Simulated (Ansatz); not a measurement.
# GaSb (F-43m) in Ansatz: further runs

Runs on GaSb. Level: PBEsol. Tasks: phonons, elastic constants.

Everything below comes from runs of Ansatz 0.2.0. Logs are shortened: lines on timing, memory, paths and dates and some standing lists are left out, and cuts for length are marked.

**The experiment to reproduce.**

A printed reference work, data compilation reports, for a bulk crystal of GaSb at 4.2 K: band gap 0.811 eV (direct).

The runs below are set against these values where they give the same quantity.

## Step 1: The structure

It takes space group F-43m (No. 216, cubic). The conventional cell has a = 6.118 Å, b = 6.118 Å, c = 6.118 Å, α = 90.00°, β = 90.00°, γ = 90.00°. Around Sb (site symmetry -43m) lie 4 Ga at 2.65 Å. Ga (site symmetry -43m) has 4 Sb at 2.65 Å as nearest neighbours.

## Step 2: Phonons, PBEsol

Input file input.yaml:

```yaml
crystal:
  lattice:
    - [0.0, 3.059, 3.059]
    - [3.059, 0.0, 3.059]
    - [3.059, 3.059, 0.0]
  atoms:
    - { symbol: Sb, position: [0.75, 0.75, 0.75] }
    - { symbol: Ga, position: [0.0, 0.0, 0.0] }
hamiltonian:
  xc: pbesol
  pseudopotentials: { kind: paw }
kpoints:
  mp_grid: { grid: [6, 6, 6] }
scf:
  occupations: { method: fermi_dirac, width: 0.05 }
phonons:
  method: dfpt
  qmesh: [2, 2, 2]
  temperatures: { t_max: 1000, t_step: 100 }
  qpath:
    path:
      - [[0.0, 0.0, 0.0], [0.5, 0.0, 0.5], [0.5, 0.25, 0.75], [0.375, 0.375, 0.75], [0.0, 0.0, 0.0], [0.5, 0.5, 0.5], [0.625, 0.25, 0.625], [0.5, 0.25, 0.75], [0.5, 0.5, 0.5], [0.375, 0.375, 0.75]]
      - [[0.625, 0.25, 0.625], [0.5, 0.0, 0.5]]
    npoints: 8
```

Potentials or basis: Ansatz PAW.

On the command line:

```sh
ansatz run input.yaml --threads 2 --pin off --max-ram 5632MiB --backend cpu --events-out ev --progress --plain --runs-dir out
```

The log of the run:

```text
Warning: phonons: the dynamical matrix that this run interpolates holds no multipole term above the dipole-dipole one, and a site of this crystal is no centre of inversion, so its interpolated transverse optical and acoustic branches and sound speeds can stay off near Gamma, and the density of states and the thermodynamics with them. What a run solves at a wave vector of phonons.qpoints, Gamma apart, where the deck admits one, is free of this, and under fd what a larger phonons.supercell samples
Warning: RAYON_NUM_THREADS=2 ignored (pool sized by the plan → 2); use --threads N
Engine: ansatz 0.2.0, aarch64-unknown-linux-gnu
Pseudopotentials: kind: paw
Pseudopotential: Sb, paw, valence charge 15, recommended cutoff 420 eV (normal), Sb.paw.azcp
Pseudopotential: Ga, paw, valence charge 13, recommended cutoff 420 eV (normal), Ga.paw.azcp
Functional definition: PBEsol
  exchange = pbesol_x
  correlation = pbesol_c
Crystal: 2 atoms, lattice volume = 57.249 Å³
Basis set: ecut = 420 eV, 1139 PW (Γ), exchange–correlation on 60×60×60 points (8 copies of the dense FFT grid, shifted against one another)
Bands: 18, of which v1, the nominal top of the filled ones, is band 14 counted from 1 (13 counted from 0)
Symmetry: 24 space group operations
k-points: 16 of 216 (time reversal used)
Non-local potential: Sb, projectors of the file, l = 0: 2, l = 1: 2, l = 2: 2, l = 3: 2
Non-local potential: Ga, projectors of the file, l = 0: 2, l = 1: 2, l = 2: 3, l = 3: 1
PAW form: soft (Blöchl's): semilocal exchange-correlation on the pseudo side does not see the compensation charge
PAW frozen core: Sb, regenerated for the run's functional, and the local potential with it (the file was generated under x = pbe(κ = 0.804, μ = 0.2195149727645171), c = pbe(β = 0.06672455060314922))
PAW frozen core: Ga, regenerated for the run's functional, and the local potential with it (the file was generated under x = pbe(κ = 0.804, μ = 0.2195149727645171), c = pbe(β = 0.06672455060314922))
PAW one-centre angular grid: Sb, 590 points (default); XC on 64 Gauss nodes
PAW one-centre angular grid: Ga, 590 points (default); XC on 64 Gauss nodes
Initial density: superposition of atomic densities (neutral atoms: chi_scale 0, normalization atom), corrected by the library's trained network
Initial wavefunctions: pseudopotential atomic-orbital guess
Functional: x = pbesol(κ = 0.804, μ = 0.12345679012345678), c = pbesol(β = 0.046)
SCF iter   1: F=—  HF=-10151.504829 eV  |F-HF|=—  |Δ(HF+E_count)|=         —  Δρ=2.23e-3  dr2=3.58e-3  ethr=1.77e-3  ⟨swp⟩=6.1  Hψ=1457  notcnv=0
preconditioner: auto → none  [insulator: Δε(μ)=0.338 eV  Ē_g=14.499 eV  σ=0.050 eV  W_gap=0.73  n_scr=14 (ndim 8)  ℏωp=20.8 eV  f_vac=0.091  D(μ)=0.14/eV (n_scr^D=0)  ε∞_Penn≈3.1]
SCF iter   2: F=—  HF=-10151.502075 eV  |F-HF|=—  |Δ(HF+E_count)|=   2.75e-3  Δρ=1.07e-3  dr2=4.60e-4  ethr=1.28e-5  ⟨swp⟩=2.0  Hψ=568  notcnv=0
SCF iter   3: F=—  HF=-10151.502199 eV  |F-HF|=—  |Δ(HF+E_count)|=   1.24e-4  Δρ=2.52e-4  dr2=3.14e-5  ethr=1.64e-6  ⟨swp⟩=2.0  Hψ=513  notcnv=0
SCF iter   4: F=—  HF=-10151.502201 eV  |F-HF|=—  |Δ(HF+E_count)|=   1.24e-6  Δρ=1.60e-4  dr2=9.39e-6  ethr=1.12e-7  ⟨swp⟩=2.0  Hψ=514  notcnv=0
SCF iter   5: F=—  HF=-10151.502197 eV  |F-HF|=—  |Δ(HF+E_count)|=   3.65e-6  Δρ=3.59e-5  dr2=7.74e-7  ethr=3.35e-8  ⟨swp⟩=2.0  Hψ=433  notcnv=0
SCF iter   6: F=—  HF=-10151.502205 eV  |F-HF|=—  |Δ(HF+E_count)|=   7.68e-6  Δρ=6.42e-6  dr2=2.11e-8  ethr=2.77e-9  ⟨swp⟩=2.1  Hψ=479  notcnv=0
SCF iter   7: F=—  HF=-10151.502205 eV  |F-HF|=—  |Δ(HF+E_count)|=   1.61e-8  Δρ=1.70e-6  dr2=1.17e-9  ethr=7.53e-11  ⟨swp⟩=2.0  Hψ=512  notcnv=0
[... 30 lines left out ...]
NSCF: frozen V_eff on 136 k-points
DFPT response loops at q = (0, 0, -0.5) (fractional): mixed as the last ones told, above
NSCF: frozen V_eff on 92 k-points
DFPT response loops at q = (0, -0.5, -0.5) (fractional): mixed as the last ones told, above
SCF converged after 9 iterations
Free energy (F): -10151.502205 eV
Harris-Foulkes:  -10151.502205 eV  (|F-HF|=1.09e-11)
Internal energy: -10151.501120 eV  (E = F + TS)
E sigma→0 (E₀):  -10151.501662 eV
Entropy (-TS):   -0.001085 eV (-0.542 meV/atom)
Fermi energy:    7.621143 eV
--- Per-component energies (eV) ---
  E_band       = -264.275158
  E_kinetic    = 323.639419
  E_local      = -3917.144716  (includes V_loc(G=0)·N_el)
  E_nonlocal   = 790.271381
  E_hartree    = 1799.998558
  E_xc         = -205.784457
  E_vxc        = -154.467629  (∫ρ·V_xc dr)
  E_paw        = -6449.756904  (= ΣΔE_a)
  E_vpaw       = -906.570446  (= ΣTr[D̂ρ^β])
  E_aug_tail   = -0.000098  (compensation charges beyond the density's cutoff)
  E_ewald      = -2493.919138
  E_core_change = 1.194835  (= ΣΔE_core)
  E_smearing   = -0.001085  (= −TS)
  E_closure    = -0.000000  (closes the sum)
  Σ components = -10151.502205   (vs F -10151.502205, Δ=0.00e0)
--- Band table (eV; the first three rows and the last of 16) ---
  k-point 0: bands = ["-21.1222", "-21.1222", "-21.1222", "-21.1020", "-21.1020", "-7.4314", "-7.4314", "-7.4314", "-7.3819", "-7.3819", "-3.9324", "7.5489", "7.5721", "7.5721", "7.5721", "10.3366", "10.3366", "10.3366"]
  k-point 1: bands = ["-21.1221", "-21.1215", "-21.1215", "-21.1018", "-21.1018", "-7.4389", "-7.4282", "-7.4282", "-7.3823", "-7.3823", "-3.6499", "4.8469", "7.1688", "7.1688", "8.5411", "10.8795", "10.8795", "11.4759"]
  k-point 2: bands = ["-21.1218", "-21.1201", "-21.1201", "-21.1013", "-21.1013", "-7.4533", "-7.4226", "-7.4226", "-7.3824", "-7.3824", "-2.8969", "2.3774", "6.6257", "6.6257", "8.1106", "11.3220", "11.3220", "13.9323"]
  k-point 15: bands = ["-21.1231", "-21.1184", "-21.1162", "-21.1029", "-21.0996", "-7.4736", "-7.4109", "-7.4076", "-7.3899", "-7.3813", "-1.4489", "0.8568", "4.3696", "4.5434", "10.0939", "10.3353", "13.6155", "13.6506"]
--- Phonons (Γ-DFPT): 2 representative perturbations + reference (Σ response iterations 6) ---
  ASR residual: 2.862e-5 → 0.000e0 eV/Å²; symmetrization residual: 1.624e-5 eV/Å²
  ASR residual per site (eV/Å²): 2.86e-5 9.12e-6
  Γ frequencies (cm⁻¹): 0.00 0.00 0.00 211.63 211.63 211.63
--- Phonons (arbitrary-q DFPT): 3 irreducible q on the 2×2×2 mesh ---
  q = [0.0000, 0.0000, 0.0000] (star 1, of the zone-centre solve; hermiticity 4.45e-6, symmetrization 6.23e-12): -0.00 -0.00 0.00 211.63 211.63 211.63
  q = [0.0000, 0.0000, -0.5000] (star 4, 2 solved perturbations on 68 of 216 k-point pairs; hermiticity 6.77e-6, symmetrization 1.20e-12): 41.03 41.03 148.61 194.45 211.66 211.66
  q = [0.0000, -0.5000, -0.5000] (star 3, 4 solved perturbations in 152 linear systems a pass and spin channel, the states on 46 of 216 k-point pairs; hermiticity 4.16e-6, symmetrization 8.92e-13): 52.38 52.38 154.65 202.45 202.45 202.68
  sum rule: each row above includes the acoustic sum rule's correction from the zone centre's row sums; it moved no ω² by more than (0.25 cm⁻¹)²
  mesh force constants: q→R imaginary residual 4.83e-17; ASR residual 2.862e-5 → 0.000e0 eV/Å²; symmetrization residual 3.553e-15 eV/Å²
  interpolated dispersion: 82 rows × 6 modes
  density of states and harmonic sums: on the 18×18×18 q-mesh, interpolated from the force constants of a 2×2×2 supercell (no non-analytic term)
  largest difference from the sums on the solved wave vectors: F 7.38e-2 eV, S 1.06e-4 and C_V 3.23e-5 eV/K
  zero-point energy: 0.052804 eV/cell   skipped modes (ω ≤ 0): 3   left out of the sums: 8.57e-5 of the cell's modes: C_V's classical limit lies that fraction below 3 k_B per atom; for a crystal, a wire or a layer, F and S can be off by more, and a phonons.interpolated_qmesh denser along its periods is the remedy for the sampling
```

phdos.tsv:

```text
# omega_inv_cm	omega_thz	g_bin_mean(omega)[modes/inv_cm]
# format = ansatz-phdos/2
# interpolated_qmesh = 18 18 18
# force_constants_supercell = 2 2 2
# published_state_doubts = phonon_interpolation_lacks_dipole_term
# lo_to_splitting: not included (the non-analytic LO-TO correction is not applied to the interpolated dynamical matrix; polar crystals: no LO-TO splitting at GAMMA, and LO and other optical branches, acoustic branches and sound speeds, and with them the density of states and the thermodynamics, can be off between the wave vectors that the force constants were sampled on, most near GAMMA; a larger extent of the force constants narrows that region and is not shown to mend the acoustic slopes)
# g_bin_mean(omega): the modes in a bin one row spacing wide, centred on omega, divided by that spacing. A flat band (one whose frequency is the same at every q-point) is counted whole in the row whose bin holds it (on the edge of two bins, in the lower row). The modes of the run's own cell are the sum of g_bin_mean times the row spacing in inv_cm (a plain sum, not the trapezoid rule); for a one-atom cell on a GAMMA-only q-mesh every row is zero, so that sum is 0, not 3
0.000000	0.000000	7.607606e-8
0.427956	0.012830	1.977978e-6
0.855911	0.025660	7.455454e-6
1.283867	0.038489	1.658458e-5
1.711823	0.051319	2.936536e-5
2.139779	0.064149	4.579779e-5
[... 493 lines left out ...]
213.549903	6.402065	3.838025e-1
213.977859	6.414895	1.855010e-1
```

Run time: 27 s. Hardware: 2 threads of Arm Neoverse V1, shared host; peak memory 0.53 GiB.

Results:

```yaml
Free_energy: -10151.5022 eV
Band_gap_on_the_k_mesh: none (metal or under the smearing width)
Highest_phonon_frequency: 212 cm⁻¹
```

Phonon frequencies in cm⁻¹ (negative: imaginary):
| q point | frequencies |
| --- | --- |
| (0.000, 0.000, 0.000) | 0 0 0 212 212 212 |
| (0.000, 0.000, -0.500) | 41 41 149 194 212 212 |
| (0.000, -0.500, -0.500) | 52 52 155 202 202 203 |

Caveat: the q mesh is small, so phonon branches between its points and thermal values are rough; the PAW data sets come from PBE, with cores solved anew for the run's functional, which leaves a small shift of forces and pressure; this crystal is a semiconductor, whose small gap the functional closes, so the metal is an error of the method. Spin-orbit coupling is left out, which matters for the levels of Sb.

## Step 3: Elastic constants, PBEsol

Input file input.yaml:

```yaml
crystal:
  lattice:
    - [0.0, 3.059, 3.059]
    - [3.059, 0.0, 3.059]
    - [3.059, 3.059, 0.0]
  atoms:
    - { symbol: Sb, position: [0.75, 0.75, 0.75] }
    - { symbol: Ga, position: [0.0, 0.0, 0.0] }
hamiltonian:
  xc: pbesol
  pseudopotentials: { kind: paw }
kpoints:
  mp_grid: { grid: [6, 6, 6] }
scf:
  occupations: { method: fermi_dirac, width: 0.05 }
output:
  forces: true
  stress: true
elastic:
  mode: relaxed_ion
  stencil: two_point
```

Potentials or basis: Ansatz PAW.

On the command line:

```sh
ansatz run input.yaml --threads 2 --pin off --max-ram 5632MiB --backend cpu --events-out ev --progress --plain --runs-dir out
```

The log of the run:

```text
Warning: RAYON_NUM_THREADS=2 ignored (pool sized by the plan → 2); use --threads N
[... 7 set-up lines as earlier in the session ...]
Crystal: 2 atoms, lattice volume = 57.249 Å³
Basis set: ecut = 420 eV, 1139 PW (Γ), exchange–correlation on 60×60×60 points (8 copies of the dense FFT grid, shifted against one another)
Bands: 18, of which v1, the nominal top of the filled ones, is band 14 counted from 1 (13 counted from 0)
[... 1 set-up line as earlier in the session ...]
Space group: F-43m (ITA 216), of the structure as read, at distance tolerance 3.9e-5 Å
k-points: 16 of 216 (time reversal used)
[... 1 set-up line as earlier in the session ...]
[... 152 lines left out ...]
  k-point 1: bands = ["-21.1221", "-21.1215", "-21.1215", "-21.1018", "-21.1018", "-7.4388", "-7.4282", "-7.4282", "-7.3823", "-7.3823", "-3.6499", "4.8469", "7.1688", "7.1688", "8.5411", "10.8795", "10.8795", "11.4759"]
  k-point 2: bands = ["-21.1218", "-21.1201", "-21.1201", "-21.1013", "-21.1013", "-7.4533", "-7.4226", "-7.4226", "-7.3824", "-7.3824", "-2.8969", "2.3774", "6.6257", "6.6257", "8.1106", "11.3220", "11.3220", "13.9323"]
  k-point 15: bands = ["-21.1231", "-21.1184", "-21.1162", "-21.1029", "-21.0996", "-7.4736", "-7.4109", "-7.4076", "-7.3899", "-7.3813", "-1.4489", "0.8568", "4.3696", "4.5434", "10.0939", "10.3353", "13.6155", "13.6506"]
--- Elastic constants: 2 strain directions × 2 members + reference (group order 24) ---
  dense FFT box of the reference and of every strained cell: 30×30×30
  strains applied: 11, 23; error gains: componentwise 1.00 (the most a stress slope's error grows in a printed constant), spectral 1.73 (1 for all six strains in a standard setting)
  C = ∂σ_k/∂η_j (tension-positive GPa; Voigt order 11 22 33 23 13 12):
        76.194     34.451     34.451      0.000      0.000      0.000
        34.451     76.194     34.451      0.000      0.000     -0.000
        34.451     34.451     76.194      0.000      0.000      0.000
        -0.000      0.000     -0.000     34.765      0.000     -0.000
        -0.000     -0.000      0.000      0.000     34.765      0.000
         0.000     -0.000      0.000      0.000      0.000     34.765
  reference stress σ⁰ (GPa):      0.084      0.084      0.084     -0.000      0.000      0.000
  C* (energy form; C + prestress term) asymmetry max|C*_kj − C*_jk| = 7.105e-15 GPa — a small one proves nothing (zero by symmetry where the batch's group is 432, −43m or m−3m); a large one is finite-difference/SCF noise where every solve meets its electron count
  moduli (Voigt/Reuss/Hill, GPa): K = 48.37/48.37/48.37   G = 29.21/27.45/28.33   E = 71.11   ν = 0.255
  mechanically stable: yes (min eigenvalue of sym C = 34.77 GPa)
  strain η (Voigt 11):  stress-route row diagonal C_11 = 76.19 GPa, energy-path curvature d²(F+E_count+ΔE)/dδ²/Ω₀ = 76.52 GPa
         δ    σ_11 (GPa)             F (eV)   n_scf  n_hpsi   n_pw
    -2.000e-3      -0.0676      -10151.5022230       8   10004   1139   relax 0 steps, max|allowed force component| 5.55e-17 eV/Å
     2.000e-3       0.2372      -10151.5021040       7    9063   1139   relax 0 steps, max|allowed force component| 5.90e-17 eV/Å
  strain η (Voigt 23):  stress-route row diagonal C_44 = 34.77 GPa, energy-path curvature d²(F+E_count+ΔE)/dδ²/Ω₀ = 34.82 GPa
         δ    σ_23 (GPa)             F (eV)   n_scf  n_hpsi   n_pw
    -2.000e-3      -0.0695      -10151.5021929       2    9170   1139   relax 3 steps, max|allowed force component| 2.84e-6 eV/Å
     2.000e-3       0.0695      -10151.5021929       2    8660   1139   relax 2 steps, max|allowed force component| 7.65e-6 eV/Å
```

Wall time 19 s (2 threads of Arm Neoverse V1, shared host); peak memory 0.39 GiB.

What came out:

| Item | Value |
| --- | --- |
| Free energy | -10151.5022 eV |
| Pressure | -0.1 GPa |
| Band gap on the k mesh | none (metal or under the smearing width) |
| Elastic constants C11, C12, C44 | 76, 34, 35 GPa |
| Voigt bulk modulus | 48 GPa |

Elastic tensor in Voigt notation (GPa, in the Cartesian axes of the cell as first typed):
```
76 34 34  0  0  0
34 76 34  0  0  0
34 34 76  0  0  0
 0  0  0 35  0  0
 0  0  0  0 35  0
 0  0  0  0  0 35
```

Caveat: elastic constants of metals need much finer meshes, so these are rough; the PAW data sets come from PBE, with cores solved anew for the run's functional, which leaves a small shift of forces and pressure; this crystal is a semiconductor, whose small gap the functional closes, so the metal is an error of the method.

## Step 4: Comparison with measurements

Step 2. Measured gap of GaSb: 0.811 eV (direct; 4.2 K; a printed reference work, data compilation). This calculation gives 0.00 eV (-0.81 eV). Spin-orbit coupling on Ga, Sb is left out. The value is that of PBEsol on a finite k mesh, which can miss the band edges, without temperature or zero-point motion. Semilocal functionals fall short of measured gaps as a rule.

Step 3. Against the measured gap of GaSb, 0.811 eV (direct; 4.2 K; a printed reference work, data compilation), the calculated 0.00 eV is off by -0.81 eV. Spin-orbit coupling on Ga, Sb is left out. The value is that of PBEsol on a finite k mesh, which can miss the band edges, without temperature or zero-point motion. Semilocal functionals fall short of measured gaps as a rule.
